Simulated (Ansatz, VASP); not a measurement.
**As: VASP beside Ansatz**

INCAR

```
SYSTEM = As
PREC = Accurate
ENCUT = 520
EDIFF = 1E-7
ISMEAR = -1
SIGMA = 0.05
LREAL = .FALSE.
LASPH = .TRUE.
NELM = 80
ALGO = Normal
ISIF = 2
LWAVE = .FALSE.
LCHARG = .FALSE.
NBANDS = 12
```

The input KPOINTS:

```
regular mesh
0
G
  9 9 9
  0 0 0
```

Contents of POSCAR:

```
As
1.0
    1.8681737204      1.0785906003      3.4904769752
   -1.8681737204      1.0785906003      3.4904769752
    0.0000000000     -2.1571812007      3.4904769752
As
2
Direct
    0.2260000000      0.2260000000      0.2260000000
    0.7740000000      0.7740000000      0.7740000000
```

The input input.yaml:

```yaml
crystal:
  lattice:
    - [1.8681737204, 1.0785906003, 3.4904769752]
    - [-1.8681737204, 1.0785906003, 3.4904769752]
    - [0.0, -2.1571812007, 3.4904769752]
  atoms:
    - { symbol: As, position: [0.226, 0.226, 0.226] }
    - { symbol: As, position: [0.774, 0.774, 0.774] }
hamiltonian:
  xc: lda
  pseudopotentials: { kind: paw }
kpoints:
  mp_grid: { grid: [9, 9, 9] }
scf:
  occupations: { method: fermi_dirac, width: 0.05 }
output:
  forces: true
  stress: true
  eigenvalues: true
```

Alike in both runs: task single point; functional LDA; k mesh 9 × 9 × 9; occupations fermi-dirac, width 0.05 eV; no spin polarisation.

|  | VASP | Ansatz |
| --- | --- | --- |
| version | VASP 6.6.1 | Ansatz 0.2.0 |
| potentials or method | VASP PAW LDA potentials, release 64 (As) | Ansatz PAW |
| plane-wave cutoff (eV) | 520 | 420 |
| valence electrons in the cell | 10 | 30 |

|  | VASP | Ansatz | Ansatz less VASP |
| --- | --- | --- | --- |
| gap on the k mesh at the Fermi level (eV) | none | none | - |
| pressure (GPa) | 0.7 | 0.2 | -0.48 |
| largest component of the traceless stress (GPa) | 0.86 | 0.70 | -0.162 |
| rms of the force components (eV/Å) | 0.274 | 0.229 | -0.0448 |

Atom by atom the forces differ by 0.045 eV/Å (rms over components). A gap of «none» marks a metal or a gap that the smearing closes. The two sets of potentials don't hold the same shells in valence.

Caveats: the PAW data sets come from PBE, with cores solved anew for the run's functional, which leaves a small shift of forces and pressure (Ansatz).
